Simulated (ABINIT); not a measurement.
GaP, 2 atoms in the cell. It takes space group F-43m (No. 216, cubic). The conventional cell has a = 5.451 Å, b = 5.451 Å, c = 5.451 Å, α = 90.00°, β = 90.00°, γ = 90.00°. Ga (site symmetry -43m) has 4 P at 2.36 Å as nearest neighbours. Around P (site symmetry -43m) lie 4 Ga at 2.36 Å. 

- Program: ABINIT 10.8.3 (patched build)
- Task: single point
- Functional: LDA
- Potentials or basis: PseudoDojo NC SR LDA v0.4.1 standard
- Cutoff: 980 eV
- k mesh: 6 × 6 × 6
- Occupations: fermi-dirac, width 0.05 eV
- Spin: no spin polarisation

Potentials or basis: PseudoDojo NC SR LDA v0.4.1 standard.

Run with:

```console
$ mpirun --bind-to none -np 4 abinit run.abi > log 2>&1
```

Hardware: 4 MPI ranks on Arm Neoverse V2, on a shared host.

Task: How long does it take, and how much memory?

Result: Run time: 6.2 s on 4 MPI ranks on Arm Neoverse V2 (shared host), peak memory 0.24 GiB a rank. Counts: scf iterations 12, mpi ranks 4, k points 16, bands 13, plane waves 2838.
